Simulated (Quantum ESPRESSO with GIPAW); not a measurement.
# 17O shielding of SiO2 under strain

GIPAW runs (PBEsol, plane-wave PAW from pslibrary 1.0.0 recipes, cutoffs 55 and 330 Ry, one 5×5×4 mesh for all shielding runs; Quantum ESPRESSO with GIPAW, a patched development version; no spin-orbit coupling, no macroscopic shape term) on SiO2, space group P3_221 before straining. The cell below is strained equally along all axes, and the atoms are relaxed in pw.x at each strain, zero included.

```xyz
9
Lattice="4.9164 0.0000 0.0000 -2.4582 4.2577 0.0000 0.0000 0.0000 5.4084" Properties=species:S:1:pos:R:3 pbc="T T T"
Si    1.3114    2.2714    0.0000
Si   -1.1468    1.9863    1.8028
Si    2.2935    0.0000    3.6056
O     0.7778    3.6689    4.7892
O    -1.1081    3.0969    2.9864
O     0.3303    1.7497    1.1836
O     2.7884    2.5080    0.6192
O     3.2360    0.5888    2.4220
O     1.3501    1.1608    4.2248
```

The cell is an entry of the Crystallography Open Database; it need not be the form that is stable at ambient conditions.

The bonds are those of O (atom 4; bridging Si-O-Si, 142°). One row is withheld.

```tsv
strain (%)	mean bond (Å)	σ_iso Si (ppm)	σ_iso O (ppm)	span O (ppm)
-2	1.6191	419.26	196.62	67.9
-1.5	1.6197	?	?	?
-1	1.6204	422.17	199.13	71.7
0	1.6212	425.37	201.52	75.4
+0.5	1.6215	427.02	202.60	77.1
+1	1.6217	428.79	203.67	78.9
+2	1.6221	432.61	205.65	82.3
```

**Task.** Fit σ_iso of O against strain, judge whether a straight line is enough, and predict the withheld row at -1.5 %.

1. With n = 6: Σx = 0.500, Σy = 1209.19, Σx² = 10.2500, Σxy = 123.900.

2. Slope b = (nΣxy − ΣxΣy)/(nΣx² − (Σx)²) = 2.27 ppm per %, intercept a = (Σy − bΣx)/n = 201.34 ppm.

3. Residuals (run less line), in the order of the table: -0.19, +0.05, +0.18, +0.12, +0.06, -0.23 ppm. They bend in one sense; the largest is 2.5 % of the range of σ, so a quadratic term is needed: σ = 201.50 + 2.260 x − 0.092 x², with residuals of 0.02 ppm or less.

4. At -1.5 % (inside the fitted range) the line gives 197.94 ppm and the parabola 197.90 ppm.

5. The run gives:

```tsv
strain (%)	mean bond (Å)	σ_iso Si (ppm)	σ_iso O (ppm)	span O (ppm)
-1.5	1.6197	420.71	197.94	69.8
```

Prediction less run: the line misses by +0.00 ppm, the parabola by -0.04 ppm. By the parabola, a strain of +1 % changes σ of O by +2.17 ppm and one of −1 % by -2.35 ppm; the mean slope is +2.27 ppm per %. The shift moves the opposite way, scaled by the slope of a reference line. Over the table σ of Si goes from 419.26 to 432.61 ppm. Zero strain is the database's lattice with relaxed atoms, not this functional's rest cell, and neither cutoff nor mesh was tested for the slopes. The omitted shape term, common to all sites, changes with strain too. This build of gipaw.x prints that it is not audited and that its numbers are no references by themselves. The relaxations ran on cheaper settings and stop at small residual forces, which adds noise that small residuals can't be told from. 17O is quadrupolar, so a real line also moves with the field gradient, which is not computed here. pw.x warned of eigenvalues not converged in some cycles of these runs, which then met the threshold.

[Banner, clock, file and message-heading lines were taken out of the pw.x and gipaw.x logs.]

[Logs are printed without paths, hosts, clocks, repeated set-up lines and the standing remarks that a program may print on its own settings, such as how far it seeks lower states.]

[Hosts, paths, dates, database ids (printed as entryN), source tags and the programs' standing remarks are cut or masked in the printed files.]
